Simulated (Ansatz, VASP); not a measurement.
# Co2CuS4 (Carrollite) in two plane-wave programs

One calculation is typed for both programs; each brings its own data sets. How far apart do they land? The two relaxations start from unlike cells of this crystal (the structure described is Ansatz's start), so only their ends are compared.

Program: Ansatz 0.2.0. Level of theory: plane waves, with VASP 6.6.1 beside it; relaxation of cell and atoms at r2SCAN. Results are calculated unless marked as measured.

## (1) The starting structure

The structure is cubic, space group Fd-3m (No. 227). Conventional cell: a = 9.464 Å, b = 9.464 Å, c = 9.464 Å, α = 90.00°, β = 90.00°, γ = 90.00°. Nearest to Co lie 6 S at 2.30 Å. Nearest to Cu lie 4 S at 2.16 Å. S has 1 Cu at 2.16 Å and 3 Co at 2.30 Å nearest. Farther neighbours and most contacts between anions are not listed.

## (2) VASP: relaxation of cell and atoms, r2SCAN

The relaxed volume is the usual yardstick between codes: in a stiff, nearly cubic crystal its relative difference is about their pressure difference at one cell divided by the bulk modulus.

Lines of VASP's logs that name or quote its potential files are left out, and so is its time.

Contents of INCAR:

```
SYSTEM = Co2CuS4
PREC = Accurate
ENCUT = 660
EDIFF = 1E-07
NELM = 120
ISMEAR = -1
SIGMA = 0.1
LREAL = .FALSE.
ALGO = Normal
METAGGA = R2SCAN
LASPH = .TRUE.
NBANDS = 67
LORBIT = 11
LWAVE = .FALSE.
LCHARG = .FALSE.
ISIF = 3
IBRION = 2
NSW = 80
EDIFFG = -0.005
GGA_COMPAT = .FALSE.
NELMIN = 4
LMIXTAU = .TRUE.
KPAR = 4
```

Contents of POSCAR:

```
Co2CuS4
1.0
    0.0000000000      4.7130808580      4.7130808580
    4.7130808580      0.0000000000      4.7130808580
    4.7130808580      4.7130808580      0.0000000000
Co Cu S
4 2 8
Direct
    0.1250000000      0.1250000000      0.1250000000
    0.6250000000      0.1250000000      0.1250000000
    0.1250000000      0.1250000000      0.6250000000
    0.1250000000      0.6250000000      0.1250000000
    0.7500000000      0.7500000000      0.7500000000
    0.5000000000      0.5000000000      0.5000000000
    0.8871443030      0.8871443030      0.8871443030
    0.9114329089      0.3628556970      0.3628556970
    0.8871443030      0.8871443030      0.3385670911
    0.3628556970      0.9114329089      0.3628556970
    0.3385670911      0.8871443030      0.8871443030
    0.3628556970      0.3628556970      0.3628556970
    0.8871443030      0.3385670911      0.8871443030
    0.3628556970      0.3628556970      0.9114329089
```

Contents of KPOINTS:

```
Automatic mesh
0
Gamma
6 6 6
0 0 0
```

PAW data sets: Co, Cu and S (PBE family, release 64).

The run is started by

```bash
mpirun -np 4 vasp_std
```

Numbers of over 12 decimals in the logs are rounded to 6 here.

What it wrote:

```text
[banner, memory and clock lines left out]
running    4 mpi-ranks, on    1 nodes
 distrk:  each k-point on    1 cores,    4 groups
 distr:  one band on    1 cores,    1 groups

 POSCAR found type information on POSCAR CoCuS
 POSCAR found :  3 types and      14 ions
|                                                                             |
|               ----> ADVICE to this user running VASP <----                  |
|                                                                             |
|     You enforced a specific xc type in the INCAR file but a different       |
|     [... a line on the potential file left out ...]
|     I HOPE YOU KNOW WHAT YOU ARE DOING!                                     |
|                                                                             |

 LDA part: xc-table for (None), standard interpolation
 POSCAR, INCAR and KPOINTS ok, starting setup
 FFT: planning ... GRIDC
 FFT: planning ... GRID_SOFT
 FFT: planning ... GRID
 WAVECAR not read
 entering main loop
       N       E                     dE             d eps       ncg     rms          rms(c)
DAV:   1     0.106742558504E+04    0.10674E+04   -0.53891E+04  2144   0.225E+03
DAV:   2     0.272492676071E+02   -0.10402E+04   -0.99948E+03  2144   0.500E+02
DAV:   3    -0.156352140970E+03   -0.18360E+03   -0.16860E+03  2576   0.214E+02
DAV:   4    -0.176307131557E+03   -0.19955E+02   -0.19413E+02  3176   0.716E+01
DAV:   5    -0.176979122590E+03   -0.67199E+00   -0.66862E+00  3096   0.151E+01    0.390E+01
DAV:   6    -0.180561298103E+03   -0.35822E+01   -0.26196E+02  2824   0.196E+02    0.586E+01
DAV:   7    -0.146231119574E+03    0.34330E+02   -0.73505E+01  2640   0.155E+02    0.169E+01
DAV:   8    -0.146010545178E+03    0.22057E+00   -0.24554E+01  3226   0.114E+02    0.124E+01
DAV:   9    -0.146308196601E+03   -0.29765E+00   -0.10214E+01  3744   0.673E+01    0.739E+00
DAV:  10    -0.145966990199E+03    0.34121E+00   -0.15238E+00  3837   0.208E+01    0.158E+00
DAV:  11    -0.146014073126E+03   -0.47083E-01   -0.26236E-01  3272   0.388E+00    0.639E-01
DAV:  12    -0.146016618079E+03   -0.25450E-02   -0.33860E-02  3144   0.161E+00    0.288E-01
DAV:  13    -0.146017232492E+03   -0.61441E-03   -0.20049E-02  2380   0.875E-01    0.220E-01
DAV:  14    -0.146021759306E+03   -0.45268E-02   -0.58877E-03  3118   0.767E-01    0.103E-01
DAV:  15    -0.146021832756E+03   -0.73450E-04   -0.66089E-04  3346   0.288E-01    0.390E-02
DAV:  16    -0.146022017611E+03   -0.18485E-03   -0.23179E-04  3027   0.111E-01    0.233E-02
DAV:  17    -0.146022019813E+03   -0.22019E-05   -0.67538E-05  3256   0.962E-02    0.153E-02
DAV:  18    -0.146022026589E+03   -0.67768E-05   -0.29514E-05  2998   0.471E-02    0.886E-03
DAV:  19    -0.146022034964E+03   -0.83743E-05   -0.13916E-05  2735   0.283E-02    0.363E-03
DAV:  20    -0.146022037887E+03   -0.29232E-05   -0.18726E-06  2676   0.121E-02    0.193E-03
DAV:  21    -0.146022038026E+03   -0.13918E-06   -0.16929E-07  1690   0.349E-03    0.133E-03
DAV:  22    -0.146022038332E+03   -0.30573E-06   -0.53790E-08  1471   0.282E-03    0.533E-04
DAV:  23    -0.146022038181E+03    0.15108E-06   -0.40674E-08  1307   0.168E-03    0.278E-04
DAV:  24    -0.146022038225E+03   -0.44623E-07   -0.12158E-08  1268   0.115E-03
   1 F= -.14602204E+03 E0= -.14591509E+03  d E =-.146022E+03
 curvature:   0.00 expect dE= 0.000E+00 dE for cont linesearch  0.000E+00
 trial: gam= 0.00000 g(F)=  0.252E-05 g(S)=  0.738E-04 ort = 0.000E+00 (trialstep = 0.100E+01)
 search vector abs. value=  0.763E-04
 bond charge predicted
       N       E                     dE             d eps       ncg     rms          rms(c)
DAV:   1    -0.146022851162E+03   -0.81298E-03   -0.13773E-02  2639   0.143E+00    0.244E-01
DAV:   2    -0.146023196754E+03   -0.34559E-03   -0.84226E-03  2656   0.168E+00    0.253E-01
DAV:   3    -0.146022246159E+03    0.95059E-03   -0.28188E-03  2488   0.890E-01    0.122E-01
DAV:   4    -0.146022092957E+03    0.15320E-03   -0.69515E-04  2949   0.759E-01    0.519E-02
DAV:   5    -0.146022064884E+03    0.28073E-04   -0.18169E-04  3311   0.141E-01    0.312E-02
DAV:   6    -0.146022058280E+03    0.66043E-05   -0.10734E-05  3516   0.522E-02    0.228E-02
DAV:   7    -0.146022057236E+03    0.10444E-05   -0.34145E-06  3226   0.898E-03    0.197E-02
DAV:   8    -0.146022051608E+03    0.56281E-05   -0.47854E-06  3184   0.334E-02    0.987E-03
DAV:   9    -0.146022051431E+03    0.17651E-06   -0.38828E-06  2600   0.133E-02    0.402E-03
DAV:  10    -0.146022051134E+03    0.29670E-06   -0.95614E-07  2701   0.113E-02    0.237E-03
DAV:  11    -0.146022051071E+03    0.63214E-07   -0.82084E-08  1352   0.202E-03
   2 F= -.14602205E+03 E0= -.14591497E+03  d E =-.128458E-04
 trial-energy change:   -0.000013  1 .order   -0.000009   -0.000076    0.000059
 step:   0.6079(harm=  0.5659)  dis= 0.00004  next Energy=  -146.022062 (dE=-0.241E-04)
 reached required accuracy - stopping structural energy minimisation
```

Parts of OUTCAR (step 2):

```text
ion  position               nearest neighbor table
   1  0.125  0.125  0.125-   8 2.25   9 2.25  10 2.25  11 2.25  13 2.25  14 2.25
   2  0.625  0.125  0.125-   7 2.25  12 2.25  10 2.25   9 2.25  13 2.25  14 2.25
   3  0.125  0.125  0.625-   7 2.25  12 2.25  10 2.25  11 2.25   8 2.25  13 2.25
   4  0.125  0.625  0.125-   7 2.25  12 2.25   9 2.25  11 2.25   8 2.25  14 2.25
   5  0.750  0.750  0.750-   9 2.24  11 2.24  13 2.24   7 2.24
   6  0.500  0.500  0.500-   8 2.24  10 2.24  14 2.24  12 2.24
   7  0.887  0.887  0.887-   5 2.24   3 2.25   4 2.25   2 2.25
   8  0.911  0.363  0.363-   6 2.24   1 2.25   4 2.25   3 2.25
   9  0.887  0.887  0.339-   5 2.24   1 2.25   4 2.25   2 2.25
  10  0.363  0.911  0.363-   6 2.24   1 2.25   3 2.25   2 2.25
  11  0.339  0.887  0.887-   5 2.24   1 2.25   4 2.25   3 2.25
  12  0.363  0.363  0.363-   6 2.24   3 2.25   4 2.25   2 2.25
  13  0.887  0.339  0.887-   5 2.24   1 2.25   3 2.25   2 2.25
  14  0.363  0.363  0.911-   6 2.24   1 2.25   4 2.25   2 2.25

  LATTYP: Found a face centered cubic cell.
 ALAT       =     9.4261617160

 Subroutine GETGRP returns: Found 48 space group operations
 (whereof 24 operations were pure point group operations)

The static configuration has the point symmetry T_d .
 The point group associated with its full space group is O_h .

 Found     16 irreducible k-points:

   k-points           NKPTS =     16   k-points in BZ     NKDIM =     16   number of bands    NBANDS=     67

   dimension x,y,z NGX =    56 NGY =   56 NGZ =   56
   dimension x,y,z NGXF=   112 NGYF=  112 NGZF=  112

   ENCUT  =  660.0 eV  48.51 Ry    6.96 a.u.  13.96 13.96 13.96*2*pi/ulx,y,z

   NELECT =     106.0000    total number of electrons

 k-points in reciprocal lattice and weights: Automatic mesh
   0.00000000  0.00000000  0.00000000       0.005
   0.16666667  0.00000000  0.00000000       0.037
   0.33333333  0.00000000  0.00000000       0.037
   0.50000000  0.00000000  0.00000000       0.019
   0.16666667  0.16666667  0.00000000       0.028
   0.33333333  0.16666667  0.00000000       0.111
   0.50000000  0.16666667  0.00000000       0.111
  -0.33333333  0.16666667  0.00000000       0.111
  -0.16666667  0.16666667  0.00000000       0.056
[...]
-0.33333333  0.33333333  0.16666667       0.111
  -0.33333333  0.50000000  0.16666667       0.056

 average (electrostatic) potential at core
       1 -86.4107       2 -86.4107       3 -86.4107       4 -86.4107       5 -69.9496
       6 -69.9496       7 -88.0963       8 -88.0963       9 -88.0963      10 -88.0963
      11 -88.0963      12 -88.0963      13 -88.0963      14 -88.0963

 E-fermi :   6.7066

 k-point     1 :       0.0000    0.0000    0.0000
  band No.  band energies     occupation
    ...
     47       5.4695      1.99999
     48       5.4695      1.99999
     49       5.6130      1.99996
     50       5.6130      1.99996
     51       5.6130      1.99996
     52       7.0812      0.04615
     53       7.0812      0.04615
     54       7.0812      0.04615
     55       9.1216      0.00000
     56       9.1216      0.00000
    ...

 k-point     2 :       0.1667    0.0000    0.0000
  band No.  band energies     occupation
    ...
     48       5.5453      1.99998
     49       5.6156      1.99996
     50       5.6156      1.99996
     51       5.6723      1.99994
     52       6.7775      0.65947
     53       7.0390      0.06954
     54       7.0390      0.06954
     55       8.8718      0.00000
     56       8.8849      0.00000
     57       8.8849      0.00000
    ...

 k-point     3 :       0.3333    0.0000    0.0000
  band No.  band energies     occupation
    ...
     48       5.5921      1.99997
     49       5.8019      1.99976
     50       5.8456      1.99964
     51       5.8456      1.99964
     52       6.3537      1.94298
     53       6.8178      0.49486
     54       6.8178      0.49484
     55       8.3473      0.00000
     56       8.4697      0.00000
     57       8.4697      0.00000
    ...

  Total       -0.0623638     -0.0623638     -0.0623638      0.0000000      0.0000000     -0.0000000
  in kB       -0.4767815     -0.4767815     -0.4767815      0.0000000      0.0000000     -0.0000000
  external PRESSURE =      -0.4767815 kB  Pullay stress =       0.0000000 kB

  energy-cutoff  :      660.00
  volume of cell :      209.57
      direct lattice vectors                 reciprocal lattice vectors
    -0.000000000  4.714453022  4.714453022    -0.106056842  0.106056842  0.106056842
     4.714453022  0.000000000  4.714453022     0.106056842 -0.106056842  0.106056842
     4.714453022  4.714453022  0.000000000     0.106056842  0.106056842 -0.106056842

 POSITION                                       TOTAL-FORCE (eV/Angst)
 -----------------------------------------------------------------------------------
      1.17861      1.17861      1.17861         0.000000     -0.000000     -0.000000
      1.17861      3.53584      3.53584         0.000000     -0.000000     -0.000000
      3.53584      3.53584      1.17861         0.000000     -0.000000     -0.000000
      3.53584      1.17861      3.53584         0.000000     -0.000000     -0.000000
      7.07168      7.07168      7.07168         0.000000     -0.000000     -0.000000
      4.71445      4.71445      4.71445         0.000000     -0.000000     -0.000000
      8.36473      8.36473      8.36473         0.002382      0.002382      0.002382
      3.42140      6.00750      6.00750        -0.002382      0.002382      0.002382
      5.77863      5.77863      8.36473        -0.002382     -0.002382      0.002382
      6.00750      3.42140      6.00750         0.002382     -0.002382      0.002382
      8.36473      5.77863      5.77863         0.002382     -0.002382     -0.002382
      3.42140      3.42140      3.42140        -0.002382     -0.002382     -0.002382
      5.77863      8.36473      5.77863        -0.002382      0.002382     -0.002382
      6.00750      6.00750      3.42140         0.002382      0.002382     -0.002382
 -----------------------------------------------------------------------------------
    total drift:                                0.000000      0.000000      0.000000

  FREE ENERGIE OF THE ION-ELECTRON SYSTEM (eV)
  ---------------------------------------------------
  free  energy   TOTEN  =      -146.0220510712 eV

  energy  without entropy=     -145.8078960730  energy(sigma->0) =     -145.91497357

 reached required accuracy - stopping structural energy minimisation

 total charge
# of ion       s       p       d       tot
------------------------------------------
    1        0.462   0.638   7.382   8.481
    2        0.462   0.638   7.382   8.481
    3        0.462   0.638   7.382   8.481
    4        0.462   0.638   7.382   8.481
    5        0.429   0.473   9.178  10.080
    6        0.429   0.473   9.178  10.080
    7        1.329   2.373   0.000   3.702
    8        1.329   2.373   0.000   3.702
    9        1.329   2.373   0.000   3.702
   10        1.329   2.373   0.000   3.702
   11        1.329   2.373   0.000   3.702
   12        1.329   2.373   0.000   3.702
   13        1.329   2.373   0.000   3.702
   14        1.329   2.373   0.000   3.702
--------------------------------------------------
tot         13.338  22.482  47.882  83.702

[... 3 further parts left out ...]
```

CONTCAR:

```
Co2CuS4
   1.00000000000000
    -0.0000000000000000    4.7144530223192955    4.7144530223192955
     4.7144530223192955    0.0000000000000000    4.7144530223192955
     4.7144530223192955    4.7144530223192955    0.0000000000000000
  Co              Cu              S
     4     2     8
Direct
     0.1250000000000000    0.1250000000000000    0.1250000000000000
     0.6250000000000000    0.1250000000000000    0.1250000000000000
     0.1250000000000000    0.1250000000000000    0.6250000000000000
     0.1250000000000000    0.6250000000000000    0.1250000000000000
     0.7500000000000000    0.7500000000000000    0.7500000000000000
     0.5000000000000000    0.5000000000000000    0.5000000000000000
     0.8871367540698509    0.8871367540698509    0.8871367540698509
     0.9114102621095509    0.3628632459301491    0.3628632459301491
     0.8871367540698509    0.8871367540698509    0.3385897378904491
     0.3628632459301491    0.9114102621095509    0.3628632459301491
     0.3385897378904491    0.8871367540698509    0.8871367540698509
     0.3628632459301491    0.3628632459301491    0.3628632459301491
     0.8871367540698509    0.3385897378904491    0.8871367540698509
     0.3628632459301491    0.3628632459301491    0.9114102621095509
```

This run has no spin polarisation, so a moment on Co and Cu, if there is one, isn't seen. The run keeps the 48 symmetry operations of its start, so it cannot find a distortion of lower symmetry.

[end of part 1 of 2]

[Lines on the potential files, build, host, timing and source positions are cut from VASP's logs without a mark.]

[Logs are printed without paths, hosts, clocks, repeated set-up lines and the standing remarks that a program may print on its own settings, such as how far it seeks lower states.]

[Hosts, paths, dates, database ids (printed as entryN), source tags and the programs' standing remarks are cut or masked in the printed files.]
